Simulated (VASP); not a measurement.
Wanted: the native input for a VASP 6.6.1 run.

```
Task                   : single point
Functional             : PBEsol
Potentials or basis    : VASP PAW PBE potentials, release 64 (Ti_sv)
Cutoff                 : 520 eV
k mesh                 : 7 × 7 × 9
Occupations            : fermi-dirac, width 0.05 eV
Spin                   : no spin polarisation
Ladder                 : free
Further INCAR settings : ALGO = Normal; EDIFF = 1e-07; NBANDS = 25
```

The structure of Ti lies in POSCAR:

```
Ti
1.0
    4.5673748306      0.0000000000      0.0000000000
   -2.2836874153      3.9554626319      0.0000000000
    0.0000000000      0.0000000000      2.8262442700
Ti
3
Direct
    0.6669950000      0.3336940000      0.5043550000
    0.3397980000      0.6712840000      0.4801160000
    0.0062610000      0.0053370000      0.0032540000
```

This isn't the form of Ti at room conditions, which is hcp.

The cell isn't the ideal one: atoms moved at random, drawn with an rms of 0.05 Å.

One way to write it, as run:

INCAR

```
PREC = Accurate
ENCUT = 520
EDIFF = 1E-7
ISMEAR = -1
SIGMA = 0.05
LREAL = False
LASPH = True
NELM = 60
ALGO = Normal
ISIF = 2
LWAVE = False
LCHARG = False
GGA = PS
NBANDS = 25
```

KPOINTS

```
Automatic mesh
0
Gamma
  7 7 9
```

Potentials or basis: VASP PAW PBE potentials, release 64 (Ti_sv).

Run with:

```bash
$ cat potpaw_PBE.64/Ti_sv/POTCAR > POTCAR
$ mpirun -np 1 vasp_std > vasp.out
```

Results of the run:

```json
{
 "Pressure": "-3.9 GPa",
 "Largest force": "0.200 eV/Å",
 "Band gap on the k mesh": "none (metal or under the smearing width)"
}
```

Caveat: the PAW data sets were made with another functional, which shifts forces and pressure a little.

It took 3 min on 1 thread of Intel(R) Xeon(R) Platinum 8559C (Emerald Rapids), with other jobs on the host, peak memory 0.33 GiB.
